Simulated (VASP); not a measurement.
A run of VASP 6.6.1:

File INCAR:

```
SYSTEM = C
  ALGO = Fast
  EDIFF = 1E-8
  ENCUT = 520
  GGA = PE
  IBRION = 6
  ISIF = 2
  ISMEAR = 0
  IVDW = 12
  KPAR = 4
  LASPH = .True.
  LCHARG = .False.
  LREAL = .False.
  LWAVE = .False.
  NBANDS = 16
  NELM = 80
  NFREE = 2
  NSW = 1
  POTIM = 0.015
  PREC = Accurate
  SIGMA = 0.02
```

File KPOINTS:

```
k-points
0
Gamma
  15 15 6
  0 0 0
```

Contents of POSCAR:

```
C                                       
1.0
    2.4663118194      0.0000000000      0.0000000000
   -1.2331559097      2.1358886876      0.0000000000
    0.0000000000      0.0000000000      6.7134347859
  C             
     4
Direct
     0.0000000000000000    0.0000000000000000    0.7500000000000000
     0.0000000000000000    0.0000000000000000    0.2500000000000000
     0.3333333300000021    0.6666666699999979    0.7500000000000000
     0.6666666699999979    0.3333333300000021    0.2500000000000000
```

Potentials or basis: VASP PAW PBE potentials, release 64 (C).

Run with:

```sh
$ cat potpaw_PBE.64/C/POTCAR > POTCAR
$ mpirun -np 4 vasp_std > vasp.out
```

Hardware: 4 MPI ranks on Intel(R) Xeon(R) Platinum 8259CL CPU @ 2.50GHz (Skylake/Cascade Lake), on a shared host.

Problem. Estimate the wall time of this run.

Solution. Wall time 3.4 min on 4 MPI ranks on Intel(R) Xeon(R) Platinum 8259CL CPU @ 2.50GHz (Skylake/Cascade Lake), with other jobs on the host, peak memory 0.42 GiB a rank. Counts: scf iterations 103, k points 108.
